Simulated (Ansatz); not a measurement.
# SrO: the cost of one run

Program: Ansatz 0.2.0. Level of theory: DFT PBEsol, scalar-relativistic, plane waves, PAW. These are calculated values, not measurements.

1 further run of the same task is left out (it didn't finish).

**1. The starting structure**

It takes space group P6_3mc (No. 186, hexagonal). The conventional cell has a = 4.275 Å, b = 4.275 Å, c = 5.156 Å, α = 90.00°, β = 90.00°, γ = 120.00°. Sr (site symmetry 3m) has 5 O at 2.47 to 2.58 Å as nearest neighbours. O (site symmetry 3m) is surrounded by 5 Sr at 2.47 to 2.58 Å.

Coordinates:

```xyz
4
Lattice="4.2755 0.0000 0.0000 -2.1377 3.7027 0.0000 0.0000 0.0000 5.1556" Properties=species:S:1:pos:R:3 pbc="T T T"
Sr    0.0000    2.4684    4.8366
Sr    2.1377    1.2342    2.2588
O     0.0000    2.4684    2.2523
O     2.1377    1.2342    4.8301
```

Source of the structure: the Materials Project (structure only).

(A quick probe on a coarse mesh, which set the mesh and smearing, is not shown.)

**3. Full relaxation**

File input.yaml:

```yaml
crystal:
  lattice:
    - [4.2754662656, 0.0, 0.0]
    - [-2.1377331328, 3.702662399, 0.0]
    - [0.0, 0.0, 5.15559499]
  atoms:
    - { symbol: Sr, position: [0.33333333, 0.66666667, 0.9381277] }
    - { symbol: Sr, position: [0.66666667, 0.33333333, 0.4381277] }
    - { symbol: O, position: [0.33333333, 0.66666667, 0.4368723] }
    - { symbol: O, position: [0.66666667, 0.33333333, 0.9368723] }
basis:
  ecutwfc: 420
kpoints:
  mp_grid: { grid: [6, 6, 6] }
hamiltonian:
  xc: pbesol
scf:
  occupations: { method: gaussian, width: 0.02 }
output:
  forces: true
  stress: true
  eigenvalues: true
relax:
  adjacent_minimum: "off"
  f_tol: 0.005
  max_steps: 80
  cell: { stress_tol: 0.05 }
```

Launch:

```sh
> ansatz run input.yaml --threads 2 --pin off --max-ram 5120MiB --backend cpu --events-out ev --progress --plain --runs-dir out
```

Q: Estimate wall time and peak memory on 2 threads of Arm Neoverse V1, shared host.

About 18 s, with a peak of 0.37 GiB.
